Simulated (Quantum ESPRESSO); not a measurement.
# Ru (Fm-3m) in Quantum ESPRESSO: equation of state, part 2 of 2

Quantum ESPRESSO 7.5.

## Step 3: Single point, PBE, 13.48 Å³/atom

pw.in

```
&CONTROL
  calculation = 'scf'
  prefix = 'pwscf'
  outdir = './tmp'
  pseudo_dir = './pseudo'
  tprnfor = .true.
  tstress = .true.
  disk_io = 'nowf'
/
&SYSTEM
  ibrav = 0
  nat = 1
  ntyp = 1
  ecutwfc = 60
  nbnd = 14
  occupations = 'smearing'
  smearing = 'fd'
  degauss = 0.00367493
/
&ELECTRONS
  conv_thr = 2d-10
  electron_maxstep = 120
  mixing_beta = 0.5
/
ATOMIC_SPECIES
Ru   101.0700 Ru_ONCV_PBE-1.0.oncvpsp.upf
CELL_PARAMETERS angstrom
   0.0000000000    1.8891184489    1.8891184489
   1.8891184489    0.0000000000    1.8891184489
   1.8891184489    1.8891184489    0.0000000000
ATOMIC_POSITIONS crystal
Ru     0.0000000000    0.0000000000    0.0000000000
K_POINTS automatic
12 12 12 0 0 0
```

Potentials or basis: SSSP 1.3 efficiency PBE.

Command:

```
OMP_NUM_THREADS=1 pw.x -in pw.in > pw.out
```

pw.out:

```text
This program is part of the open-source Quantum ESPRESSO suite
     for quantum simulation of materials; please cite
[... 6 lines left out ...]
     using ibrav=0 with symmetry is DISCOURAGED, use correct ibrav instead

     Subspace diagonalization in iterative solution of the eigenvalue problem:
     a serial algorithm will be used

     G-vector sticks info
     --------------------
     sticks:   dense  smooth     PW     G-vecs:    dense   smooth      PW
     Sum         421     421    139                 5769     5769    1067

     Using Slab Decomposition

     bravais-lattice index     =            0
     lattice parameter (alat)  =       5.0486  a.u.
     unit-cell volume          =      90.9922 (a.u.)^3
     number of atoms/cell      =            1
     number of atomic types    =            1
     number of electrons       =        16.00
     number of Kohn-Sham states=           14
     kinetic-energy cutoff     =      60.0000  Ry
     charge density cutoff     =     240.0000  Ry
     scf convergence threshold =      2.0E-10
     mixing beta               =       0.5000
     number of iterations used =            8  plain     mixing
     Exchange-correlation= PBE
                           (   1   4   3   4   0   0   0)

     celldm(1)=   5.048624  celldm(2)=   0.000000  celldm(3)=   0.000000
     celldm(4)=   0.000000  celldm(5)=   0.000000  celldm(6)=   0.000000

     crystal axes: (cart. coord. in units of alat)
               a(1) = (   0.000000   0.707107   0.707107 )
               a(2) = (   0.707107   0.000000   0.707107 )
               a(3) = (   0.707107   0.707107   0.000000 )

     reciprocal axes: (cart. coord. in units 2 pi/alat)
               b(1) = ( -0.707107  0.707107  0.707107 )
               b(2) = (  0.707107 -0.707107  0.707107 )
               b(3) = (  0.707107  0.707107 -0.707107 )

     PseudoPot. # 1 for Ru read from file:
     Ru_ONCV_PBE-1.0.oncvpsp.upf
     Pseudo is Norm-conserving, Zval = 16.0
     Generated using ONCVPSP code by D. R. Hamann
     Using radial grid of 1458 points,  6 beta functions with:
                l(1) =   0
                l(2) =   0
                l(3) =   1
                l(4) =   1
                l(5) =   2
                l(6) =   2

     atomic species   valence    mass     pseudopotential
     Ru               16.00   101.07000     Ru( 1.00)

     48 Sym. Ops., with inversion, found

   Cartesian axes

     site n.     atom                  positions (alat units)
         1        Ru     tau(   1) = (   0.0000000   0.0000000   0.0000000  )

     number of k points=    72  Fermi-Dirac smearing, width (Ry)=  0.0037
                       cart. coord. in units 2pi/alat
        k(    1) = (   0.0000000   0.0000000   0.0000000), wk =   0.0011574
        k(    2) = (   0.0589256   0.0589256  -0.0589256), wk =   0.0092593
        k(    3) = (   0.1178511   0.1178511  -0.1178511), wk =   0.0092593
        k(    4) = (   0.1767767   0.1767767  -0.1767767), wk =   0.0092593
        k(    5) = (   0.2357023   0.2357023  -0.2357023), wk =   0.0092593
        k(    6) = (   0.2946278   0.2946278  -0.2946278), wk =   0.0092593
[... 64 lines left out ...]
        k(   71) = (  -0.7071068   0.2357023   0.0000000), wk =   0.0138889
        k(   72) = (  -0.7071068   0.3535534   0.0000000), wk =   0.0069444

     Dense  grid:     5769 G-vectors     FFT dimensions: (  25,  25,  25)

     Initial potential from superposition of free atoms

     starting charge      15.9994, renormalised to      16.0000
     Starting wfcs are   10 randomized atomic wfcs +    4 random wfcs

     Self-consistent Calculation

     iteration #  1     ecut=    60.00 Ry     beta= 0.50
     Davidson diagonalization with overlap
     ethr =  1.00E-02,  avg # of iterations =  3.7

     Threshold (ethr) on eigenvalues was too large:
     Diagonalizing with lowered threshold

     Davidson diagonalization with overlap
     ethr =  1.12E-04,  avg # of iterations =  2.1

     total energy              =    -188.53216222 Ry
     estimated scf accuracy    <       0.01856806 Ry
[... 36 lines left out ...]
     iteration #  7     ecut=    60.00 Ry     beta= 0.50
     Davidson diagonalization with overlap
     ethr =  1.90E-12,  avg # of iterations =  2.0

     End of self-consistent calculation

          k = 0.0000 0.0000 0.0000 (   725 PWs)   bands (ev):

   -49.0058 -18.3679 -18.3679 -18.3679  16.1292  21.4423  21.4423  21.4423
    23.9214  23.9214  39.5043  45.2688  45.2688  45.2688
[... 123 lines left out ...]
   -48.8560 -19.0990 -18.6721 -18.4692  19.1446  20.7185  21.3519  22.4073
    23.5210  26.6907  38.7355  41.4558  44.2039  47.3831

          k = 0.0000-0.2357 0.2357 (   710 PWs)   bands (ev):

   -48.8983 -18.9134 -18.5846 -18.4288  18.6256  20.4136  21.7496  22.5795
    22.8745  25.3716  40.3082  42.2911  45.6921  46.4484

          k = 0.3536 0.0000 0.0000 (   713 PWs)   bands (ev):
[... 26 lines left out ...]
   -48.7939 -19.2126 -18.9131 -18.5686  19.4971  20.4085  21.3088  22.8654
    24.6240  29.9559  35.9999  38.8304  43.4082  45.6708

          k = 0.0000-0.3536 0.3536 (   708 PWs)   bands (ev):

   -48.8208 -19.1541 -18.8296 -18.5156  19.8809  20.4666  20.8720  22.7765
    23.7777  28.3590  38.1979  39.4853  43.3529  48.0648

          k = 0.4714 0.0000 0.0000 (   717 PWs)   bands (ev):
[... 31 lines left out ...]
   -48.7635 -19.3576 -18.7885 -18.7465  17.8034  18.2705  25.0508  25.4320
    26.1825  28.7119  37.1320  38.3438  38.4233  48.0008

          k = 0.0000-0.5893 0.5893 (   720 PWs)   bands (ev):

   -48.7603 -19.3118 -18.8861 -18.7243  18.0841  18.7093  23.7971  24.9407
    25.9803  31.0032  35.2478  37.7389  39.4664  47.2382

          k =-0.7071 0.0000 0.0000 (   724 PWs)   bands (ev):

   -48.7594 -19.3922 -18.7629 -18.7629  17.6010  18.0766  25.7696  26.3307
    26.3307  27.7839  37.7413  37.7413  37.8847  47.9553

          k = 0.2357 0.1179-0.0000 (   715 PWs)   bands (ev):
[... 51 lines left out ...]
   -48.8167 -19.1923 -18.7928 -18.5429  19.5490  20.5428  20.8108  22.9254
    24.3452  28.3440  37.3804  40.2208  42.7443  47.5644

          k = 0.0000-0.2357 0.3536 (   714 PWs)   bands (ev):

   -48.8520 -19.0742 -18.6995 -18.4964  19.5105  20.0817  21.0970  23.1740
    23.3911  26.7404  39.3962  41.3053  43.8332  46.5909

          k = 0.4714 0.1179 0.0000 (   708 PWs)   bands (ev):
[... 36 lines left out ...]
   -48.7631 -19.2023 -19.0042 -18.7047  18.6920  19.5224  22.1988  24.0637
    25.8034  33.2549  33.7504  37.3472  40.2416  47.0024

          k =-0.7071 0.1179 0.0000 (   716 PWs)   bands (ev):

   -48.7593 -19.3516 -18.8066 -18.7666  17.8933  18.3656  24.5022  25.2991
    26.3319  29.7719  37.0883  37.4585  38.1054  48.6881

          k =-0.2357-0.4714 0.7071 (   709 PWs)   bands (ev):
[... 21 lines left out ...]
   -48.7631 -19.1699 -19.0029 -18.7415  19.0499  19.8729  21.3348  23.7535
    26.0625  33.0880  34.7057  37.6183  38.7371  48.6262

          k = 0.0000-0.3536 0.5893 (   715 PWs)   bands (ev):

   -48.7672 -19.1257 -19.0502 -18.7106  19.3275  20.4360  20.5987  23.5840
    25.7775  32.4847  35.5115  37.0092  39.7827  48.4816

          k =-0.7071 0.2357 0.0000 (   718 PWs)   bands (ev):

   -48.7591 -19.2395 -18.9250 -18.7741  18.6099  19.2149  22.3721  24.2219
    26.3342  32.3339  36.4714  36.5005  38.0146  48.9764

          k =-0.7071 0.3536 0.0000 (   724 PWs)   bands (ev):

   -48.7589 -19.0838 -19.0838 -18.7778  19.0859  20.5748  20.5748  23.5652
    26.3354  34.6843  34.6843  36.3128  37.9268  50.2023

     the Fermi energy is    24.0681 ev

!    total energy              =    -188.53612330 Ry
     estimated scf accuracy    <          2.0E-11 Ry
     smearing contrib. (-TS)   =      -0.00043481 Ry
     internal energy E=F+TS    =    -188.53568849 Ry

     The total energy is F=E-TS. E is the sum of the following terms:
     one-electron contribution =     -31.32818946 Ry
     hartree contribution      =      27.02988814 Ry
     xc contribution           =     -19.84632985 Ry
     ewald contribution        =    -164.39105732 Ry

     convergence has been achieved in   7 iterations

     Forces acting on atoms (cartesian axes, Ry/au):

     atom    1 type  1   force =     0.00000000    0.00000000    0.00000000

     Total force =     0.000000     Total SCF correction =     0.000000

     Computing stress (Cartesian axis) and pressure

          total   stress  (Ry/bohr**3)                   (kbar)     P=       81.77
   0.00055587  -0.00000000  -0.00000000           81.77       -0.00       -0.00
  -0.00000000   0.00055587   0.00000000           -0.00       81.77        0.00
  -0.00000000   0.00000000   0.00055587           -0.00        0.00       81.77

=------------------------------------------------------------------------------=
   JOB DONE.
=------------------------------------------------------------------------------=
```

Run time: 4.3 s. Hardware: 1 thread of Intel Xeon 6975P-C (Granite Rapids), shared host; peak memory 0.06 GiB.

What came out:

| Property | Result |
| --- | --- |
| Free energy | -2565.1646 eV |
| Pressure | 8.2 GPa |
| Band gap on the k mesh | none (metal or under the smearing width) |

## Step 4: Single point, PBE, 13.76 Å³/atom

Edit pw.in of step 3 so:

```diff
@@ -27,5 +27,5 @@
 CELL_PARAMETERS angstrom
-   0.0000000000    1.8891184489    1.8891184489
-   1.8891184489    0.0000000000    1.8891184489
-   1.8891184489    1.8891184489    0.0000000000
+   0.0000000000    1.9021472637    1.9021472637
+   1.9021472637    0.0000000000    1.9021472637
+   1.9021472637    1.9021472637    0.0000000000
 ATOMIC_POSITIONS crystal
```

Command:

```
OMP_NUM_THREADS=1 pw.x -in pw.in > pw.out
```

Run time: 4.3 s. Hardware: 1 thread of Intel Xeon 6975P-C (Granite Rapids), shared host; peak memory 0.06 GiB.

Results (log left out):

```yaml
Free_energy: -2565.1732 eV
Pressure: 1.4 GPa
Band_gap_on_the_k_mesh: none (metal or under the smearing width)
```

## Step 5: Single point, PBE, 14.05 Å³/atom

Edit pw.in of step 4 so:

```diff
@@ -27,5 +27,5 @@
 CELL_PARAMETERS angstrom
-   0.0000000000    1.9021472637    1.9021472637
-   1.9021472637    0.0000000000    1.9021472637
-   1.9021472637    1.9021472637    0.0000000000
+   0.0000000000    1.9150000000    1.9150000000
+   1.9150000000    0.0000000000    1.9150000000
+   1.9150000000    1.9150000000    0.0000000000
 ATOMIC_POSITIONS crystal
```

Command:

```
OMP_NUM_THREADS=1 pw.x -in pw.in > pw.out
```

Wall time 4.4 s (1 thread of Intel Xeon 6975P-C (Granite Rapids), shared host); peak memory 0.06 GiB.

The run converged. Its results:

```yaml
Free_energy: -2565.1705 eV
Pressure: -4.7 GPa
Band_gap_on_the_k_mesh: none (metal or under the smearing width)
```

## Step 6: Single point, PBE, 14.33 Å³/atom

Edit pw.in of step 5 so:

```diff
@@ -27,5 +27,5 @@
 CELL_PARAMETERS angstrom
-   0.0000000000    1.9150000000    1.9150000000
-   1.9150000000    0.0000000000    1.9150000000
-   1.9150000000    1.9150000000    0.0000000000
+   0.0000000000    1.9276824888    1.9276824888
+   1.9276824888    0.0000000000    1.9276824888
+   1.9276824888    1.9276824888    0.0000000000
 ATOMIC_POSITIONS crystal
```

Potentials or basis: SSSP 1.3 efficiency PBE.

Command:

```
OMP_NUM_THREADS=1 pw.x -in pw.in > pw.out
```

Run time: 4.6 s. Hardware: 1 thread of Intel Xeon 6975P-C (Granite Rapids), shared host; peak memory 0.06 GiB.

It converged, with:

| Property | Result |
| --- | --- |
| Free energy | -2565.1578 eV |
| Pressure | -10.0 GPa |
| Band gap on the k mesh | none (metal or under the smearing width) |

## Step 7: Single point, PBE, 14.61 Å³/atom

Edit pw.in of step 6 so:

```diff
@@ -27,5 +27,5 @@
 CELL_PARAMETERS angstrom
-   0.0000000000    1.9276824888    1.9276824888
-   1.9276824888    0.0000000000    1.9276824888
-   1.9276824888    1.9276824888    0.0000000000
+   0.0000000000    1.9402002583    1.9402002583
+   1.9402002583    0.0000000000    1.9402002583
+   1.9402002583    1.9402002583    0.0000000000
 ATOMIC_POSITIONS crystal
```

Command:

```
OMP_NUM_THREADS=1 pw.x -in pw.in > pw.out
```

Run time: 4.4 s. Hardware: 1 thread of Intel Xeon 6975P-C (Granite Rapids), shared host; peak memory 0.06 GiB.

Results (log left out):

* Free energy: -2565.1362 eV
* Pressure: -14.8 GPa
* Band gap on the k mesh: none (metal or under the smearing width)

## Step 8: Single point, PBE, 14.89 Å³/atom

Edit pw.in of step 7 so:

```diff
@@ -27,5 +27,5 @@
 CELL_PARAMETERS angstrom
-   0.0000000000    1.9402002583    1.9402002583
-   1.9402002583    0.0000000000    1.9402002583
-   1.9402002583    1.9402002583    0.0000000000
+   0.0000000000    1.9525585549    1.9525585549
+   1.9525585549    0.0000000000    1.9525585549
+   1.9525585549    1.9525585549    0.0000000000
 ATOMIC_POSITIONS crystal
```

Command:

```
OMP_NUM_THREADS=1 pw.x -in pw.in > pw.out
```

Run time: 4.8 s. Hardware: 1 thread of Intel Xeon 6975P-C (Granite Rapids), shared host; peak memory 0.06 GiB.

It converged, with:

```
Free energy            : -2565.1067 eV
Pressure               : -19.0 GPa
Band gap on the k mesh : none (metal or under the smearing width)
```

## Step 9: Equation of state, PBE

Potentials or basis: SSSP 1.3 efficiency PBE.

This step only gathers the single runs of the series.

Results:

| Property | Result |
| --- | --- |
| Equilibrium volume | 13.83 Å³/atom |
| Bulk modulus | 307 GPa |
| Pressure derivative of the bulk modulus | 4.9 |

Energy against volume, from the lowest point:
| volume (Å³/atom) | energy (meV/atom) |
| --- | --- |
| 13.203 | 29.77 |
| 13.484 | 8.54 |
| 13.765 | 0.00 |
| 14.045 | 2.70 |
| 14.326 | 15.42 |
| 14.607 | 37.00 |
| 14.888 | 66.46 |
